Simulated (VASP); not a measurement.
# GaP (F-43m) in VASP: further runs

Runs on GaP. Level: PBE. Tasks: single point.

Everything below comes from runs of VASP 6.6.1. Logs are shortened: lines on timing, memory, paths and dates and some standing lists are left out, and cuts for length are marked.

## (1) The crystal as given

The structure is cubic, space group F-43m (No. 216). The conventional cell has a = 5.451 Å, b = 5.451 Å, c = 5.451 Å, α = 90.00°, β = 90.00°, γ = 90.00°. Around Ga (site symmetry -43m) lie 4 P at 2.36 Å. P (site symmetry -43m) has 4 Ga at 2.36 Å as nearest neighbours.

## (2) Single point, PBE, spin-orbit coupling, no magnetisation

Input file INCAR:

```
ALGO = Normal
EDIFF = 1E-7
ENCUT = 460
GGA = PE
GGA_COMPAT = F
ISIF = 2
ISMEAR = 0
LASPH = T
LCHARG = F
LNONCOLLINEAR = T
LORBIT = 11
LREAL = F
LSORBIT = T
LWAVE = F
MAGMOM = 0 0 0 0 0 0
NBANDS = 34
NELM = 100
PREC = Accurate
SIGMA = 0.02
```

Input file KPOINTS:

```
k-points
0
Gamma
  5 5 5
```

Input file POSCAR:

```
GaP
1.0
    0.0000000000      2.7252500000      2.7252500000
    2.7252500000      0.0000000000      2.7252500000
    2.7252500000      2.7252500000      0.0000000000
Ga P
1 1
Direct
    0.0000000000      0.0000000000      0.0000000000
    0.7500000000      0.7500000000      0.7500000000
```

Potentials or basis: VASP PAW PBE potentials, release 64 (Ga_d, P).

Command:

```bash
cat potpaw_PBE.64/Ga_d/POTCAR potpaw_PBE.64/P/POTCAR > POTCAR
mpirun -np 1 vasp_ncl > vasp.out
```

OUTCAR:

```text
EDIFF = 1E-7
   ENCUT = 460
   GGA = PE
   ISIF = 2
   ISMEAR = 0
   LASPH = T
   LNONCOLLINEAR = T
   LORBIT = 11
   LREAL = F
   LSORBIT = T
   NELM = 100
   PREC = Accurate

 Found     14 irreducible k-points:

 Following reciprocal coordinates:
            Coordinates               Weight
  0.000000  0.000000  0.000000      1.000000
  0.200000  0.000000  0.000000      4.000000
 -0.200000  0.000000  0.000000      4.000000
  0.400000  0.000000  0.000000      4.000000
 -0.400000  0.000000  0.000000      4.000000
  0.200000  0.200000  0.000000      6.000000
   k-points           NKPTS =     14   k-points in BZ     NKDIM =     14   number of bands    NBANDS=     34
   number of dos      NEDOS =    301   number of ions     NIONS =      2
   total plane-waves  NPLWV =  21952
   dimension x,y,z NGX =    28 NGY =   28 NGZ =   28
   dimension x,y,z NGXF=    56 NGYF=   56 NGZF=   56
   ions per type =               1   1
   NGX,Y,Z   is equivalent  to a cutoff of  12.08, 12.08, 12.08 a.u.
   NGXF,Y,Z  is equivalent  to a cutoff of  24.16, 24.16, 24.16 a.u.
 SYSTEM =  unknown system
   PREC   = accura    normal or accurate (medium, high low for compatibility)
   ISTART =      0    job   : 0-new  1-cont  2-samecut
   ICHARG =      2    charge: 1-file 2-atom 10-const
   ISPIN  =      1    spin polarized calculation?
   LNONCOLLINEAR =      T non collinear calculations
   LSORBIT =      T    spin-orbit coupling
   LASPH  =      T    aspherical Exc in radial PAW
   ENCUT  =  460.0 eV  33.81 Ry    5.81 a.u.   6.74  6.74  6.74*2*pi/ulx,y,z
   NELM   =    100;   NELMIN=  2; NELMDL= -5     # of ELM steps
   EDIFF  = 0.1E-06   stopping-criterion for ELM
   LREAL  =      F    real-space projection
   EDIFFG = 0.1E-05   stopping-criterion for IOM
   NSW    =      0    number of steps for IOM
   IBRION =     -1    ionic relax: 0-MD 1-quasi-New 2-CG
   NFREE  =      0    steps in history (QN), initial steepest desc. (CG)
   ISIF   =      2    stress and relaxation
   ISYM   =      2    0-nonsym 1-usesym 2-fastsym
   POTIM  = 0.5000    time-step for ionic-motion
   TEBEG  =    0.0;   TEEND  =   0.0 temperature during run
   PSTRESS=    0.0 pullay stress
   NELECT =      18.0000    total number of electrons
   NUPDOWN=      -1.0000    fix difference up-down
   EMIN   =  10.00;   EMAX   =-10.00  energy-range for DOS
   EFERMI =   0.00;   METHOD = LEGACY
   ISMEAR =     0;   SIGMA  =   0.02  broadening in eV -4-tet -1-fermi 0-gaus
   EFERMI_NEDOS =   21; number of points for ismear=-14 and -15
   IALGO  =     38    algorithm
   IMIX   =      4    mixing-type and parameters
     AMIX     =   0.40;   BMIX     =  1.00
     AMIX_MAG =   1.60;   BMIX_MAG =  1.00
  volume/ion in A,a.u.               =      20.24       136.59
  Fermi-wavevector in a.u.,A,eV,Ry     =   1.249538  2.361284 21.243377  1.561344
  Thomas-Fermi vector in A             =   2.383574
[... 249 lines left out ...]
  energy-cutoff  :      460.00
  volume of cell :       40.48
      direct lattice vectors                 reciprocal lattice vectors
     0.000000000  2.725250000  2.725250000    -0.183469406  0.183469406  0.183469406
     2.725250000  0.000000000  2.725250000     0.183469406 -0.183469406  0.183469406
     2.725250000  2.725250000  0.000000000     0.183469406  0.183469406 -0.183469406

 POSITION                                       TOTAL-FORCE (eV/Angst)
 -----------------------------------------------------------------------------------
      0.00000      0.00000      0.00000        -0.000000      0.000000      0.000000
      4.08788      4.08788      4.08788         0.000000     -0.000000     -0.000000
 -----------------------------------------------------------------------------------
    total drift:                               -0.000001     -0.000001     -0.000001

  FREE ENERGIE OF THE ION-ELECTRON SYSTEM (eV)
  ---------------------------------------------------
  free  energy   TOTEN  =        -9.0785601154 eV

  energy  without entropy=       -9.0785601154  energy(sigma->0) =       -9.07856012

 Spin-Orbit-Coupling matrix elements

 Ion:    1  E_soc:     -0.0117576
 l=   1
     0.0000000    -0.0011068    -0.0011068
    -0.0011068     0.0000000    -0.0011068
    -0.0011068    -0.0011068     0.0000000
 l=   2
     0.0000000    -0.0001741     0.0000000    -0.0001741    -0.0006786
    -0.0001741     0.0000000    -0.0005090    -0.0001741    -0.0001697
     0.0000000    -0.0005090     0.0000000    -0.0005090     0.0000000
    -0.0001741    -0.0001741    -0.0005090     0.0000000    -0.0001697
    -0.0006786    -0.0001697     0.0000000    -0.0001697     0.0000000
 l=   3
     0.0000000     0.0000000     0.0000000     0.0000000     0.0000000     0.0000000     0.0000000
     0.0000000     0.0000000     0.0000000     0.0000000     0.0000000     0.0000000     0.0000000
     0.0000000     0.0000000     0.0000000     0.0000000     0.0000000     0.0000000     0.0000000
     0.0000000     0.0000000     0.0000000     0.0000000     0.0000000     0.0000000     0.0000000
     0.0000000     0.0000000     0.0000000     0.0000000     0.0000000     0.0000000     0.0000000
     0.0000000     0.0000000     0.0000000     0.0000000     0.0000000     0.0000000     0.0000000
     0.0000000     0.0000000     0.0000000     0.0000000     0.0000000     0.0000000     0.0000000

 Ion:    2  E_soc:     -0.0008685
 l=   1
     0.0000000    -0.0001448    -0.0001448
    -0.0001448     0.0000000    -0.0001448
    -0.0001448    -0.0001448     0.0000000
 l=   2
     0.0000000     0.0000000     0.0000000     0.0000000     0.0000000
     0.0000000     0.0000000     0.0000000     0.0000000     0.0000000
     0.0000000     0.0000000     0.0000000     0.0000000     0.0000000
     0.0000000     0.0000000     0.0000000     0.0000000     0.0000000
     0.0000000     0.0000000     0.0000000     0.0000000     0.0000000
 l=   3
     0.0000000     0.0000000     0.0000000     0.0000000     0.0000000     0.0000000     0.0000000
     0.0000000     0.0000000     0.0000000     0.0000000     0.0000000     0.0000000     0.0000000
     0.0000000     0.0000000     0.0000000     0.0000000     0.0000000     0.0000000     0.0000000
     0.0000000     0.0000000     0.0000000     0.0000000     0.0000000     0.0000000     0.0000000
     0.0000000     0.0000000     0.0000000     0.0000000     0.0000000     0.0000000     0.0000000
     0.0000000     0.0000000     0.0000000     0.0000000     0.0000000     0.0000000     0.0000000
     0.0000000     0.0000000     0.0000000     0.0000000     0.0000000     0.0000000     0.0000000

 total charge

# of ion       s       p       d       tot
------------------------------------------
    1        0.856   0.853  10.013  11.722
    2        1.016   1.534   0.000   2.549
--------------------------------------------------
tot          1.872   2.386  10.013  14.271

 magnetization (x)

# of ion       s       p       d       tot
------------------------------------------
    1        0.000  -0.000   0.000  -0.000
    2        0.000   0.000   0.000   0.000
--------------------------------------------------
tot          0.000  -0.000   0.000  -0.000

 magnetization (y)

# of ion       s       p       d       tot
------------------------------------------
    1        0.000  -0.000   0.000  -0.000
    2        0.000   0.000   0.000   0.000
--------------------------------------------------
tot          0.000  -0.000   0.000  -0.000

 magnetization (z)

# of ion       s       p       d       tot
------------------------------------------
    1        0.000   0.000   0.000   0.000
    2        0.000   0.000   0.000   0.000
--------------------------------------------------
tot          0.000   0.000   0.000   0.000
```

OSZICAR:

```text
N       E                     dE             d eps       ncg     rms          rms(c)
DAV:   1     0.123008819837E+03    0.12301E+03   -0.74651E+03  1094   0.145E+03
DAV:   2     0.798680306109E+01   -0.11502E+03   -0.10728E+03   976   0.379E+02
DAV:   3    -0.874412661905E+01   -0.16731E+02   -0.16452E+02  1144   0.104E+02
DAV:   4    -0.934443014585E+01   -0.60030E+00   -0.59836E+00  1102   0.207E+01
DAV:   5    -0.935776786985E+01   -0.13338E-01   -0.13332E-01  1248   0.302E+00    0.429E+00
DAV:   6    -0.910336411356E+01    0.25440E+00   -0.27767E-01  1388   0.999E+00    0.268E+00
DAV:   7    -0.907732455234E+01    0.26040E-01   -0.13667E-01  1122   0.238E+00    0.117E+00
DAV:   8    -0.907834714724E+01   -0.10226E-02   -0.21565E-02  1192   0.214E+00    0.245E-01
DAV:   9    -0.907834902457E+01   -0.18773E-05   -0.25358E-03  1298   0.935E-01    0.127E-01
DAV:  10    -0.907846438621E+01   -0.11536E-03   -0.38163E-04  1324   0.195E-01    0.359E-02
DAV:  11    -0.907852776094E+01   -0.63375E-04   -0.66487E-05  1048   0.107E-01    0.163E-02
DAV:  12    -0.907856014142E+01   -0.32380E-04   -0.45467E-05  1048   0.363E-02    0.888E-03
DAV:  13    -0.907856011541E+01    0.26009E-07   -0.84248E-07  1210   0.786E-03
   1 F= -.90785601E+01 E0= -.90785601E+01  d E =-.138592E-32  mag=     0.0000    -0.0000     0.0000
```

Run time: 22 s. Hardware: 1 thread of AMD EPYC 9R45 (Zen 5), shared host; peak memory 0.21 GiB.

The run converged, but some of its settings lie outside the range that counts as converged, so its numbers aren't taken as properties of the crystal.

What came out:

```
Free energy                                           : -9.0786 eV
Pressure                                              : 2.5 GPa
Valence electrons inside the program's atomic spheres : Ga 11.72; P 2.55
```

Caveat: the k mesh is coarse (spacing up to 0.40 Å⁻¹), so the values aren't converged.

## (3) Single point, PBE, spin-orbit coupling, no magnetisation

INCAR: that of step 2 with these lines changed.

```diff
@@ -2,3 +2,3 @@
 EDIFF = 1E-7
-ENCUT = 460
+ENCUT = 520
 GGA = PE
```

KPOINTS is that of step 2.

POSCAR is that of step 2.

Potentials or basis: VASP PAW PBE potentials, release 64 (Ga_d, P).

Command:

```bash
cat potpaw_PBE.64/Ga_d/POTCAR potpaw_PBE.64/P/POTCAR > POTCAR
mpirun -np 1 vasp_ncl > vasp.out
```

OUTCAR:

```text
EDIFF = 1E-7
   ENCUT = 520
   GGA = PE
   ISIF = 2
   ISMEAR = 0
   LASPH = T
   LNONCOLLINEAR = T
   LORBIT = 11
   LREAL = F
   LSORBIT = T
   NELM = 100
   PREC = Accurate

 Found     14 irreducible k-points:

 Following reciprocal coordinates:
            Coordinates               Weight
  0.000000  0.000000  0.000000      1.000000
  0.200000  0.000000  0.000000      4.000000
 -0.200000  0.000000  0.000000      4.000000
  0.400000  0.000000  0.000000      4.000000
 -0.400000  0.000000  0.000000      4.000000
  0.200000  0.200000  0.000000      6.000000
   k-points           NKPTS =     14   k-points in BZ     NKDIM =     14   number of bands    NBANDS=     34
   number of dos      NEDOS =    301   number of ions     NIONS =      2
   total plane-waves  NPLWV =  27000
   dimension x,y,z NGX =    30 NGY =   30 NGZ =   30
   dimension x,y,z NGXF=    60 NGYF=   60 NGZF=   60
   ions per type =               1   1
   NGX,Y,Z   is equivalent  to a cutoff of  12.94, 12.94, 12.94 a.u.
   NGXF,Y,Z  is equivalent  to a cutoff of  25.88, 25.88, 25.88 a.u.
 SYSTEM =  unknown system
   PREC   = accura    normal or accurate (medium, high low for compatibility)
   ISTART =      0    job   : 0-new  1-cont  2-samecut
   ICHARG =      2    charge: 1-file 2-atom 10-const
   ISPIN  =      1    spin polarized calculation?
   LNONCOLLINEAR =      T non collinear calculations
[... 316 lines left out ...]
     0.0000000     0.0000000     0.0000000     0.0000000     0.0000000     0.0000000     0.0000000
     0.0000000     0.0000000     0.0000000     0.0000000     0.0000000     0.0000000     0.0000000
     0.0000000     0.0000000     0.0000000     0.0000000     0.0000000     0.0000000     0.0000000

 Ion:    2  E_soc:     -0.0008686
 l=   1
     0.0000000    -0.0001448    -0.0001448
    -0.0001448     0.0000000    -0.0001448
    -0.0001448    -0.0001448     0.0000000
 l=   2
     0.0000000     0.0000000     0.0000000     0.0000000     0.0000000
     0.0000000     0.0000000     0.0000000     0.0000000     0.0000000
     0.0000000     0.0000000     0.0000000     0.0000000     0.0000000
     0.0000000     0.0000000     0.0000000     0.0000000     0.0000000
     0.0000000     0.0000000     0.0000000     0.0000000     0.0000000
 l=   3
     0.0000000     0.0000000     0.0000000     0.0000000     0.0000000     0.0000000     0.0000000
     0.0000000     0.0000000     0.0000000     0.0000000     0.0000000     0.0000000     0.0000000
     0.0000000     0.0000000     0.0000000     0.0000000     0.0000000     0.0000000     0.0000000
     0.0000000     0.0000000     0.0000000     0.0000000     0.0000000     0.0000000     0.0000000
     0.0000000     0.0000000     0.0000000     0.0000000     0.0000000     0.0000000     0.0000000
     0.0000000     0.0000000     0.0000000     0.0000000     0.0000000     0.0000000     0.0000000
     0.0000000     0.0000000     0.0000000     0.0000000     0.0000000     0.0000000     0.0000000

 total charge

# of ion       s       p       d       tot
------------------------------------------
    1        0.856   0.852  10.013  11.721
    2        1.016   1.534   0.000   2.549
--------------------------------------------------
tot          1.871   2.386  10.013  14.271

 magnetization (x)

# of ion       s       p       d       tot
------------------------------------------
    1       -0.000   0.000  -0.000  -0.000
    2        0.000   0.000   0.000   0.000
--------------------------------------------------
tot         -0.000   0.000  -0.000   0.000

 magnetization (y)

# of ion       s       p       d       tot
------------------------------------------
    1       -0.000   0.000  -0.000  -0.000
    2        0.000   0.000   0.000   0.000
--------------------------------------------------
tot         -0.000   0.000  -0.000   0.000

 magnetization (z)

# of ion       s       p       d       tot
------------------------------------------
    1       -0.000  -0.000   0.000  -0.000
    2        0.000   0.000   0.000   0.000
--------------------------------------------------
tot         -0.000   0.000   0.000  -0.000
```

stdout:

```text
POSCAR found type information on POSCAR GaP
 POSCAR found :  2 types and       2 ions
 scaLAPACK will be used
 LDA part: xc-table for (Slater+PW92), standard interpolation
 POSCAR, INCAR and KPOINTS ok, starting setup
 FFT: planning ... GRIDC
 FFT: planning ... GRID_SOFT
 FFT: planning ... GRID
 WAVECAR not read
 entering main loop
```

It took 27 s on 1 thread of AMD EPYC 9R45 (Zen 5), shared host; peak memory 0.24 GiB.

The run converged, but some of its settings lie outside the range that counts as converged, so its numbers aren't taken as properties of the crystal.

What came out:

```yaml
Free_energy: -9.0790 eV
Pressure: 2.5 GPa
Valence_electrons_inside_the_program's_atomic_spheres: Ga 11.72; P 2.55
```

Caveat: the k mesh is coarse (spacing up to 0.40 Å⁻¹), so the values aren't converged.

## (4) Single point, PBE, spin-orbit coupling, no magnetisation

INCAR: that of step 3 with these lines changed.

```diff
@@ -2,3 +2,3 @@
 EDIFF = 1E-7
-ENCUT = 520
+ENCUT = 400
 GGA = PE
```

Input file KPOINTS:

```
k-points
0
Gamma
  6 6 6
```

POSCAR is that of step 3.

Command:

```bash
cat potpaw_PBE.64/Ga_d/POTCAR potpaw_PBE.64/P/POTCAR > POTCAR
mpirun -np 1 vasp_ncl > vasp.out
```

Wall time 33 s (1 thread of AMD EPYC 9R45 (Zen 5), shared host); peak memory 0.21 GiB.

The run converged, but some of its settings lie outside the range that counts as converged, so its numbers aren't taken as properties of the crystal.

Results:

```
Free energy                                           : -9.1075 eV
Pressure                                              : 2.2 GPa
Valence electrons inside the program's atomic spheres : Ga 11.72; P 2.55
```

## (5) Single point, PBE, spin-orbit coupling, no magnetisation

INCAR: that of step 4 with these lines changed.

```diff
@@ -2,3 +2,3 @@
 EDIFF = 1E-7
-ENCUT = 400
+ENCUT = 460
 GGA = PE
```

KPOINTS is that of step 4.

POSCAR is that of step 4.

Command:

```bash
cat potpaw_PBE.64/Ga_d/POTCAR potpaw_PBE.64/P/POTCAR > POTCAR
mpirun -np 1 vasp_ncl > vasp.out
```

It took 32 s on 1 thread of AMD EPYC 9R45 (Zen 5), shared host; peak memory 0.22 GiB.

The run converged, but some of its settings lie outside the range that counts as converged, so its numbers aren't taken as properties of the crystal.

What came out:

* Free energy: -9.1082 eV
* Pressure: 2.4 GPa
* Valence electrons inside the program's atomic spheres: Ga 11.72; P 2.55

## (6) The reference run

An earlier run on the cell as given: functional PBE; potentials or basis VASP PAW PBE potentials, release 64 (Ga_d, P); cutoff 520 eV; k mesh 8 × 8 × 8; occupations fermi-dirac, width 0.05 eV; no spin polarisation.

* Pressure: 2.5 GPa
* Band gap on the k mesh: 1.64 eV, indirect (least direct gap 1.83 eV)
